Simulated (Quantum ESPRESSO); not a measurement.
# FeNi3: magnetism against biaxial strain

Wanted: the trend of the moments of FeNi3 with biaxial strain.

Program: Quantum ESPRESSO 7.5. Level of theory: PBE; plane waves with GBRV 1.5 PBE potentials, no spin-orbit coupling. Results are calculated unless marked as measured.

## (1) The structure

It takes space group Pm-3m (No. 221, cubic). The conventional cell has a = 3.553 Å, b = 3.553 Å, c = 3.553 Å, α = 90.00°, β = 90.00°, γ = 90.00°. Nearest to Fe lie 12 Ni at 2.51 Å. Nearest to Ni lie 4 Fe at 2.51 Å and 8 Ni at 2.51 Å. Farther neighbours are not listed.

Structure file:

```cif
data_structure
_symmetry_space_group_name_H-M 'Pm-3m'
_symmetry_Int_Tables_number 221
_cell_length_a 3.5530
_cell_length_b 3.5530
_cell_length_c 3.5530
_cell_angle_alpha 90.000
_cell_angle_beta 90.000
_cell_angle_gamma 90.000
_cell_volume 44.85
loop_
_atom_site_label
_atom_site_type_symbol
_atom_site_symmetry_multiplicity
_atom_site_Wyckoff_symbol
_atom_site_fract_x
_atom_site_fract_y
_atom_site_fract_z
_atom_site_occupancy
Fe1 Fe 1 a 0.00000 0.00000 0.00000 1
Ni1 Ni 3 c 0.00000 0.50000 0.50000 1
```

The lattice constants were typed from memory of published values and not checked against a source.

## (2) Biaxial 0.97, ferro ++++

Lengths in the Cartesian xy plane scale by the factor; z is kept. Atoms keep their fractional places. Seeded atoms are those given a starting moment.

pw.in reads:

```
&CONTROL
  calculation = 'scf'
  prefix = 'pwscf'
  outdir = './tmp'
  pseudo_dir = './pseudo'
  disk_io = 'nowf'
  tprnfor = .true.
  tstress = .true.
/
&SYSTEM
  ibrav = 0
  celldm(1) = 8
  nat = 4
  ntyp = 2
  ecutwfc = 40
  ecutrho = 280
  nbnd = 48
  occupations = 'smearing'
  smearing = 'fd'
  degauss = 0.00367493
  nspin = 2
  starting_magnetization(1) = 0.175
  starting_magnetization(2) = 0.0556
/
&ELECTRONS
  conv_thr = 8d-09
  electron_maxstep = 150
  mixing_beta = 0.3
/
ATOMIC_SPECIES
Fe     55.8450 fe_pbe_v1.5.uspp.F.UPF
Ni     58.6934 ni_pbe_v1.4.uspp.F.UPF
CELL_PARAMETERS alat
   0.8140963766464    0.0000000000000    0.0000000000000
   0.0000000000000    0.8140963766464    0.0000000000000
   0.0000000000000    0.0000000000000    0.8392746150994
ATOMIC_POSITIONS crystal
Fe      0.0000000000    0.0000000000    0.0000000000
Ni      0.0000000000    0.5000000000    0.5000000000
Ni      0.5000000000    0.0000000000    0.5000000000
Ni      0.5000000000    0.5000000000    0.0000000000
K_POINTS automatic
8 8 8 0 0 0
```

On the command line:

```console
> OMP_NUM_THREADS=1 mpirun -n 4 pw.x -nk 4 -in pw.in > pw.out
```

The program printed:

```text
Program PWSCF v.7.5 starts

     Message from routine setup:
     using ibrav=0 with symmetry is DISCOURAGED, use correct ibrav instead

     K-points division:     npool     =       4
     Subspace diagonalization in iterative solution of the eigenvalue problem:

     bravais-lattice index     =            0
     lattice parameter (alat)  =       8.0000  a.u.
     unit-cell volume          =     284.7906 (a.u.)^3
     number of atoms/cell      =            4
     number of atomic types    =            2
     number of electrons       =        70.00
     number of Kohn-Sham states=           48
     kinetic-energy cutoff     =      40.0000  Ry
     charge density cutoff     =     280.0000  Ry
     scf convergence threshold =      8.0E-09
     mixing beta               =       0.3000
     number of iterations used =            8  plain     mixing
     Exchange-correlation=  SLA  PW   PBX  PBC
                           (   1   4   3   4   0   0   0)

     celldm(1)=   8.000000  celldm(2)=   0.000000  celldm(3)=   0.000000
     celldm(4)=   0.000000  celldm(5)=   0.000000  celldm(6)=   0.000000

     crystal axes: (cart. coord. in units of alat)
               a(1) = (   0.814096   0.000000   0.000000 )
               a(2) = (   0.000000   0.814096   0.000000 )
               a(3) = (   0.000000   0.000000   0.839275 )

     reciprocal axes: (cart. coord. in units 2 pi/alat)
               b(1) = (  1.228356  0.000000  0.000000 )
               b(2) = (  0.000000  1.228356  0.000000 )
               b(3) = (  0.000000  0.000000  1.191505 )

     PseudoPot. # 1 for Fe read from file:
     fe_pbe_v1.5.uspp.F.UPF
     Pseudo is Ultrasoft + core correction, Zval = 16.0

     PseudoPot. # 2 for Ni read from file:
     ni_pbe_v1.4.uspp.F.UPF
     Pseudo is Ultrasoft + core correction, Zval = 18.0

     atomic species   valence    mass     pseudopotential
     Fe               16.00    55.84500     Fe( 1.00)
     Ni               18.00    58.69340     Ni( 1.00)

     Starting magnetic structure
     atomic species   magnetization
     Fe              0.175
     Ni              0.056

     16 Sym. Ops., with inversion, found

   Cartesian axes

     site n.     atom                  positions (alat units)
         1        Fe     tau(   1) = (   0.0000000   0.0000000   0.0000000  )
         2        Ni     tau(   2) = (   0.0000000   0.4070482   0.4196373  )
         3        Ni     tau(   3) = (   0.4070482   0.0000000   0.4196373  )
         4        Ni     tau(   4) = (   0.4070482   0.4070482   0.0000000  )

     number of k points=    75  Fermi-Dirac smearing, width (Ry)=  0.0037
                       cart. coord. in units 2pi/alat
        k(    1) = (   0.0000000   0.0000000   0.0000000), wk =   0.0019531
        k(    2) = (   0.0000000   0.0000000   0.1489381), wk =   0.0039062
        k(    3) = (   0.0000000   0.0000000   0.2978763), wk =   0.0039062
        k(    4) = (   0.0000000   0.0000000   0.4468144), wk =   0.0039062
        k(    5) = (   0.0000000   0.0000000  -0.5957526), wk =   0.0019531
        [... 70 further k-points ...]

     Dense  grid:    22527 G-vectors     FFT dimensions: (  36,  36,  36)

     Smooth grid:     9723 G-vectors     FFT dimensions: (  27,  27,  27)

     Check: negative core charge=   -0.000037
     Generating pointlists ...
     new r_m :   0.2375 (alat units)  1.8997 (a.u.) for type    1
     new r_m :   0.2375 (alat units)  1.8997 (a.u.) for type    2

     Initial potential from superposition of free atoms

     starting charge      63.0000, renormalised to      70.0000
     Starting wfcs are   52 randomized atomic wfcs

     Self-consistent Calculation

     iteration #  1     ecut=    40.00 Ry     beta= 0.30
     Davidson diagonalization with overlap
     ethr =  1.00E-02,  avg # of iterations =  4.0

     total energy              =   -1255.29836147 Ry
     estimated scf accuracy    <     102.74099108 Ry

     total magnetization       =     1.74 Bohr mag/cell
     absolute magnetization    =     1.76 Bohr mag/cell

     iteration #  2     ecut=    40.00 Ry     beta= 0.30
     Davidson diagonalization with overlap
     ethr =  1.00E-02,  avg # of iterations =  3.0

     total energy              =   -1275.37096224 Ry
     estimated scf accuracy    <      52.60631902 Ry

     total magnetization       =     0.17 Bohr mag/cell
     absolute magnetization    =     0.23 Bohr mag/cell

     [... further iterations left out ...]

     iteration # 21     ecut=    40.00 Ry     beta= 0.30
     Davidson diagonalization with overlap
     ethr =  3.87E-11,  avg # of iterations =  1.3

     total energy              =   -1280.20159059 Ry
     estimated scf accuracy    <       0.00000002 Ry

     total magnetization       =     4.83 Bohr mag/cell
     absolute magnetization    =     5.32 Bohr mag/cell

     iteration # 22     ecut=    40.00 Ry     beta= 0.30
     Davidson diagonalization with overlap
     ethr =  2.36E-11,  avg # of iterations =  1.1

     Magnetic moment per site  (integrated on atomic sphere of radius R)
     atom   1 (R=0.237)  charge= 14.3051  magn=  2.8739
     atom   2 (R=0.237)  charge= 16.6599  magn=  0.6925
     atom   3 (R=0.237)  charge= 16.6599  magn=  0.6925
     atom   4 (R=0.237)  charge= 16.6605  magn=  0.7182

     End of self-consistent calculation

     Number of k-points >= 100: set verbosity='high' to print the bands.

     the Fermi energy is    19.2091 ev

!    total energy              =   -1280.20159059 Ry
     estimated scf accuracy    <          6.8E-09 Ry
     smearing contrib. (-TS)   =      -0.00195390 Ry
     internal energy E=F+TS    =   -1280.19963669 Ry

     The total energy is F=E-TS. E is the sum of the following terms:
     one-electron contribution =    -672.53992529 Ry
     hartree contribution      =     383.10311413 Ry
     xc contribution           =    -136.08542442 Ry
     ewald contribution        =    -854.67740111 Ry

     total magnetization       =     4.83 Bohr mag/cell
     absolute magnetization    =     5.32 Bohr mag/cell

     convergence has been achieved in  22 iterations

     Forces acting on atoms (cartesian axes, Ry/au):

     atom    1 type  1   force =     0.00000000    0.00000000    0.00000000
     atom    2 type  2   force =     0.00000000    0.00000000    0.00000000
     atom    3 type  2   force =     0.00000000    0.00000000    0.00000000
     atom    4 type  2   force =     0.00000000    0.00000000    0.00000000

     Total force =     0.000000     Total SCF correction =     0.000000

     Computing stress (Cartesian axis) and pressure

          total   stress  (Ry/bohr**3)                   (kbar)     P=       66.97
   0.00055767   0.00000000   0.00000000           82.04        0.00        0.00
   0.00000000   0.00055767   0.00000000            0.00       82.04        0.00
   0.00000000   0.00000000   0.00025036            0.00        0.00       36.83

=------------------------------------------------------------------------------=
   JOB DONE.
=------------------------------------------------------------------------------=
```

Run time: 83 s. Hardware: 4 MPI ranks of Arm Neoverse V1, shared host; peak memory 0.44 GiB.

Spin moment in the atom's sphere by atom:

```
atom  spin moment in the atom's sphere (μB)
 Fe1                                   2.87
 Ni2                                   0.69
 Ni3                                   0.69
 Ni4                                   0.72
```

This step gave:

```
smearing term TS       : 0.02658 eV
pressure               : 6.697 GPa
magnetization          : 4.827 μB
absolute magnetization : 5.316 μB
final state            : ferromagnetic
```

## (3) Biaxial 0.97, no spin polarisation

Changes to pw.in since step 2:

```diff
@@ -16,3 +16,3 @@
   ecutrho = 280
-  nbnd = 48
+  nbnd = 45
   occupations = 'smearing'
@@ -20,5 +20,2 @@
   degauss = 0.00367493
-  nspin = 2
-  starting_magnetization(1) = 0.175
-  starting_magnetization(2) = 0.0556
 /
```

The program printed:

```text
     [... lines left out ...]
Program PWSCF v.7.5 starts
     [... lines left out ...]
     number of atoms/cell      =            4
     [... lines left out ...]
     number of electrons       =        70.00
     number of Kohn-Sham states=           45
     kinetic-energy cutoff     =      40.0000  Ry
     charge density cutoff     =     280.0000  Ry
     scf convergence threshold =      8.0E-09
     [... lines left out ...]
     16 Sym. Ops., with inversion, found
     [... lines left out ...]
     number of k points=    75  Fermi-Dirac smearing, width (Ry)=  0.0037
     [... lines left out ...]
     iteration # 17     ecut=    40.00 Ry     beta= 0.30
     [... lines left out ...]
     the Fermi energy is    18.8888 ev
!    total energy              =   -1280.12653699 Ry
     estimated scf accuracy    <          1.2E-09 Ry
     smearing contrib. (-TS)   =      -0.00565233 Ry
     [... lines left out ...]
     convergence has been achieved in  17 iterations
     [... lines left out ...]
     Total force =     0.000000     Total SCF correction =     0.000000
     [... lines left out ...]
          total   stress  (Ry/bohr**3)                   (kbar)     P=      -23.30
     [... lines left out ...]
```

It took 32 s on 4 MPI ranks; peak memory 0.35 GiB.

This step gave:

```yaml
smearing_term_ts: 0.07690 eV
pressure: -2.330 GPa
final_state: non-magnetic (no spin polarisation)
```

## (4) Biaxial 1.03, ferro ++++

Changes to pw.in since step 3:

```diff
@@ -16,3 +16,3 @@
   ecutrho = 280
-  nbnd = 45
+  nbnd = 48
   occupations = 'smearing'
@@ -20,2 +20,5 @@
   degauss = 0.00367493
+  nspin = 2
+  starting_magnetization(1) = 0.175
+  starting_magnetization(2) = 0.0556
 /
@@ -30,4 +33,4 @@
 CELL_PARAMETERS alat
-   0.8140963766464    0.0000000000000    0.0000000000000
-   0.0000000000000    0.8140963766464    0.0000000000000
+   0.8644528535524    0.0000000000000    0.0000000000000
+   0.0000000000000    0.8644528535524    0.0000000000000
    0.0000000000000    0.0000000000000    0.8392746150994
```

The program printed:

```text
     [... lines left out ...]
Program PWSCF v.7.5 starts
     [... lines left out ...]
     number of atoms/cell      =            4
     [... lines left out ...]
     number of electrons       =        70.00
     number of Kohn-Sham states=           48
     kinetic-energy cutoff     =      40.0000  Ry
     charge density cutoff     =     280.0000  Ry
     scf convergence threshold =      8.0E-09
     [... lines left out ...]
     16 Sym. Ops., with inversion, found
     [... lines left out ...]
     number of k points=    75  Fermi-Dirac smearing, width (Ry)=  0.0037
     [... lines left out ...]
     iteration # 22     ecut=    40.00 Ry     beta= 0.30
     [... lines left out ...]
     Magnetic moment per site  (integrated on atomic sphere of radius R)
     atom   1 (R=0.249)  charge= 14.4141  magn=  3.0396
     atom   2 (R=0.249)  charge= 16.7846  magn=  0.7426
     atom   3 (R=0.249)  charge= 16.7846  magn=  0.7426
     atom   4 (R=0.249)  charge= 16.7834  magn=  0.7213
     [... lines left out ...]
     the Fermi energy is    16.5528 ev
!    total energy              =   -1280.20039387 Ry
     estimated scf accuracy    <          4.7E-09 Ry
     smearing contrib. (-TS)   =      -0.00192445 Ry
     [... lines left out ...]
     total magnetization       =     5.06 Bohr mag/cell
     absolute magnetization    =     5.63 Bohr mag/cell
     convergence has been achieved in  22 iterations
     [... lines left out ...]
     Total force =     0.000000     Total SCF correction =     0.000000
     [... lines left out ...]
          total   stress  (Ry/bohr**3)                   (kbar)     P=     -156.90
     [... lines left out ...]
```

Elapsed: 86 s, on 4 MPI ranks; peak memory 0.47 GiB; 5.7 min of CPU time.

Read from the output:

```yaml
smearing_term_ts: 0.02618 eV
pressure: -15.69 GPa
magnetization: 5.062 μB
absolute_magnetization: 5.63 μB
final_state: ferromagnetic
largest_moment: 3.040 μB
```

## (5) Trends

The runs not shown differ from these in the moved quantity alone.

States, by row:

```
biaxial     ferro ++++  no spin polarisation
   0.97  ferromagnetic          non-magnetic
   0.98  ferromagnetic          non-magnetic
   0.99  ferromagnetic          non-magnetic
      1  ferromagnetic          non-magnetic
   1.01  ferromagnetic          non-magnetic
   1.02  ferromagnetic          non-magnetic
   1.03  ferromagnetic          non-magnetic
```

Table of largest site moment, ferro ++++ by biaxial:

```
biaxial (factor)  largest site moment, ferro ++++ (μB)
          0.9700                                  2.87
          0.9800                                  2.91
          0.9900                                  2.94
          1.0000                                  2.97
          1.0100                                  2.99
          1.0200                                  3.02
          1.0300                                  3.04
```

The energy less that of the parallel start, no spin polarisation by biaxial:

```
biaxial (factor)  energy less that of the parallel start, no spin polarisation (meV a seeded atom)
          0.9700                                                                               255
          0.9800                                                                               268
          0.9900                                                                               280
          1.0000                                                                               291
          1.0100                                                                               303
          1.0200                                                                               314
          1.0300                                                                               324
```

The energy over the lowest by biaxial; values in meV an atom:

```
biaxial (factor)  ferro ++++  no spin polarisation
          0.9700        24.3                   280
          0.9800        9.44                   277
          0.9900        1.63                   281
          1.0000           0                   291
          1.0100        4.21                   307
          1.0200        14.0                   328
          1.0300        28.4                   353
```

## (6) Results

| Quantity | Value |
| --- | --- |
| moment, parallel start | 2.87 to 3.04 μB |
| states met from these starts | ferromagnetic |

In words: The moment of the parallel start goes from 2.87 μB at 0.97 to 3.04 μB at 1.03. The net moment of the cell goes from 4.83 to 5.06 μB. The radius of the spheres follows the nearest distance, so part of the change of the site moments is the spheres'. Only a parallel start was run beside the spinless one, so opposed or spiral orders, which may lie lower, are not probed.

[Logs and program files are shortened in this print: banners, set-up blocks, solver, clock and traceback lines can be left out without a mark of their own.]

[Logs are printed without paths, hosts, clocks, repeated set-up lines and the standing remarks that a program may print on its own settings, such as how far it seeks lower states.]

[Hosts, paths, dates, database ids (printed as entryN), source tags and the programs' standing remarks are cut or masked in the printed files.]

[Where a cell is said to come from a database of computed structures, the database is the Materials Project.]
